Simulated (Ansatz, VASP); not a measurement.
## Two plane-wave programs on Ge

```xyz
3
Lattice="4.7218 0.0000 0.0000 -2.3609 4.0892 0.0000 0.0000 0.0000 2.6577" Properties=species:S:1:pos:R:3 pbc="T T T"
Ge    0.0000    0.0000    0.0000
Ge    0.0000    2.7262    1.3289
Ge    2.3609    1.3631    1.3289
```

Alike in both runs: functional PBE; k mesh 8 × 8 × 10; occupations fermi-dirac, width 0.08 eV; no spin polarisation.

Ansatz relaxed the structure, and its values are those at the end. VASP's run is a single point on that final structure, the one shown.

|  | VASP | Ansatz |
| --- | --- | --- |
| version | VASP 6.6.1 | Ansatz 0.2.0 |
| potentials or method | VASP PAW PBE potentials, release 64 (Ge_d) | PAW with Ansatz's default frozen-core files, scalar-relativistic |
| plane-wave cutoff (eV) | 520 | 420 |
| valence electrons in the cell | 42 | 42 |

|  | VASP | Ansatz | Ansatz less VASP |
| --- | --- | --- | --- |
| pressure (GPa) | 10.8 | 10.8 | -0.04 |

With one functional, cell and mesh, what is left measures potentials, basis and numerics.
